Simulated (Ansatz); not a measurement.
AlN: zone-centre modes

Level of theory: Ansatz 0.2.0, DFT PBEsol, scalar-relativistic, plane waves, PAW. Settings: plane waves to 420 eV, k-mesh 8×8×8 (Γ-centred), Gaussian smearing 0.05 eV. No spin polarisation.

Reference structure (relaxed at this level):

```
CELL_PARAMETERS angstrom
-3.11369 0.00000 0.00000
0.00000 5.39307 0.00000
1.55685 -2.69654 -4.98342
ATOMIC_POSITIONS crystal
Al 0.99925 0.33258 0.99849
Al 0.49925 0.83258 0.99849
Al 0.24925 0.91591 0.49849
Al 0.74925 0.41591 0.49849
N 0.80825 0.14159 0.61651
N 0.30825 0.64159 0.61651
N 0.05825 0.72492 0.11651
N 0.55825 0.22492 0.11651
```

Harmonic modes by finite displacements of 0.02 Å, without the LO–TO term. The cell doubles the primitive one, so its zone centre also holds the primitive cell's point q = (0, 1/2, 1/2).

Task: At this geometry, is the structure stable against these modes?

Result: Yes: no mode is imaginary beyond 10 cm⁻¹, and only the three translations lie near zero.

Task: List the wavenumbers in cm⁻¹.

Result: 0, 0, 0, 235, 235, 263, 263, 291, 291, 542, 564, 564, 606, 651, 651, 659, 659, 662, 663, 663, 663, 712, 717, 717.

Cost: 1 run of about 3.5 core-minutes, on Intel Xeon Processor @ 2.70GHz (shared hosts).